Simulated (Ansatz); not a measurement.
## Run record: phonons of Si (P6_3/mmc)

Method: PBEsol, PAW on Ansatz 0.2.0's default frozen-core files (fitted under PBE), scalar-relativistic.

The cell is the relaxed one with its volume scaled by 0.98; the atoms were then relaxed by PAW.

The structure is one entry of a database and needn't be the stable phase.

Command line:

```sh
ansatz run input.yaml --threads 1 --pin off --max-ram 3072MiB --backend cpu --events-out ev --progress --plain --runs-dir out
```

Input:

```yaml
crystal:
  lattice:
    - [3.79925519419, 0.0, 0.0]
    - [-1.8996275971, 3.29025151362, 0.0]
    - [0.0, 0.0, 6.28100527748]
  atoms:
    - { symbol: Si, position: [0.333333333333, 0.666666666667, 0.063034057235] }
    - { symbol: Si, position: [0.666666666667, 0.333333333333, 0.563034057235] }
    - { symbol: Si, position: [0.333333333333, 0.666666666667, 0.436965942765] }
    - { symbol: Si, position: [0.666666666667, 0.333333333333, 0.936965942765] }
kpoints:
  mp_grid: { grid: [10, 10, 6] }
scf:
  occupations: { method: fixed }
hamiltonian:
  xc: pbesol
  pseudopotentials: { kind: paw }
phonons:
  supercell: [1, 1, 1]
```

The program printed:

```
Warning: RAYON_NUM_THREADS=1 ignored (pool sized by the plan → 1); use --threads N
Engine: ansatz 0.2.0, x86_64-unknown-linux-gnu
Pseudopotentials: kind: paw
Pseudopotential: Si, paw, valence charge 4, recommended cutoff 420 eV (normal), Si.paw.azcp
Functional definition: PBEsol
  exchange = pbesol_x
  correlation = pbesol_c
Crystal: 4 atoms, lattice volume = 78.516 Å³
Basis set: ecut = 420 eV, 1521 PW (Γ), exchange–correlation on 54×54×90 points (8 copies of the dense FFT grid, shifted against one another)
Bands: 12, of which v1, the nominal top of the filled ones, is band 8 counted from 1 (7 counted from 0)
Symmetry: 24 space group operations
k-points: 56 of 600
Non-local potential: Si, projectors of the file, l = 0: 2, l = 1: 2, l = 2: 2
PAW form: soft (Blöchl's): semilocal exchange-correlation on the pseudo side does not see the compensation charge
PAW frozen core: Si, regenerated for the run's functional, and the local potential with it (the file was generated under x = pbe(κ = 0.804, μ = 0.2195149727645171), c = pbe(β = 0.06672455060314922))
PAW one-centre angular grid: Si, 110 points (default); XC on 64 Gauss nodes
[... 40 lines left out ...]
E sigma→0 (E₀):  -2485.921457 eV
Fermi energy:    6.662100 eV
--- Per-component energies (eV) ---
  E_band       = 19.951473
  E_kinetic    = 162.482388
  E_local      = -107.907633  (includes V_loc(G=0)·N_el)
  E_nonlocal   = 104.733648
  E_hartree    = 29.365653
  E_xc         = -219.307132
  E_vxc        = -188.079908  (∫ρ·V_xc dr)
  E_paw        = -1995.944592  (= ΣΔE_a)
  E_vpaw       = -10.008361  (= ΣTr[D̂ρ^β])
  E_aug_tail   = 0.000023  (compensation charges beyond the density's cutoff)
  E_ewald      = -459.470054
  E_core_change = 0.126243  (= ΣΔE_core)
  E_smearing   = -0.000000  (= −TS)
  E_closure    = 0.000000  (closes the sum)
  Σ components = -2485.921457   (vs F -2485.921457, Δ=0.00e0)
--- Forces (eV/Å), atoms counted from 1 ---
  atom   1  Si     0.00000000     0.00000000     0.00131935
  atom   2  Si     0.00000000    -0.00000000     0.00131935
  atom   3  Si     0.00000000     0.00000000    -0.00131935
  atom   4  Si    -0.00000000    -0.00000000    -0.00131935
  max |Σ_I F_I| component: 1.25e-16 eV/Å
--- Phonons: 2 displaced members + reference (amplitude 0.0025 Å, Σ member SCF iterations 12) ---
  symmetry images taken by strict's conditions (phonons.symmetry_images: auto; settled by no image being taken that strict refuses)
  ASR residual: 1.689e-4 → 0.000e0 eV/Å²; symmetrization residual: 5.594e-15 eV/Å²
  largest component of a force at the reference: 1.3e-3 eV/Å
  ASR residual per site (eV/Å²): 1.69e-4 1.69e-4 1.69e-4 1.69e-4
  Γ frequencies (cm⁻¹): 0.00 0.00 0.00 88.77 88.77 371.27 424.90 500.06 500.06 513.16 513.16 513.88
  density of states and harmonic sums: on the 19×19×10 q-mesh, interpolated from the force constants of a 1×1×1 supercell (no non-analytic term)
  largest difference from the sums on the solved wave vectors: F 2.01e-1 eV, S 4.59e-4 and C_V 2.58e-4 eV/K
```

Self-consistency was reached.

**Zone-centre phonons**

Harmonic phonons of a crystal by Kohn-Sham DFT at the given cell, standard atomic masses, acoustic sum rule imposed; negative wavenumbers are unstable modes; optical zone-centre levels upwards with Mulliken labels, activity, and the element with most of the kinetic energy.

```json
{"Point group": "6/mmm"}
```

```tsv
number	phonon wavenumber (cm⁻¹)	label	infrared	raman	lead element
1	88.8	E2u	no	no	Si
2	371.3	B1g	no	no	Si
3	424.9	B2u	no	no	Si
4	500.1	E2g	no	yes	Si
5	513.2	E1g	no	yes	Si
6	513.9	A1g	no	yes	Si
```

Limits of these numbers: frozen-core PAW files fitted under PBE, their cores solved anew for the functional of the run; cell scaled away from its relaxed volume; zone-boundary modes aren't tested; the gap is tiny at this level, and band order or a closed gap can change these values.

Cost: 32 s on 1 thread of Intel(R) Xeon(R) Platinum 8259CL CPU @ 2.50GHz (Skylake/Cascade Lake), with other jobs on the host, peak memory 0.56 GiB.
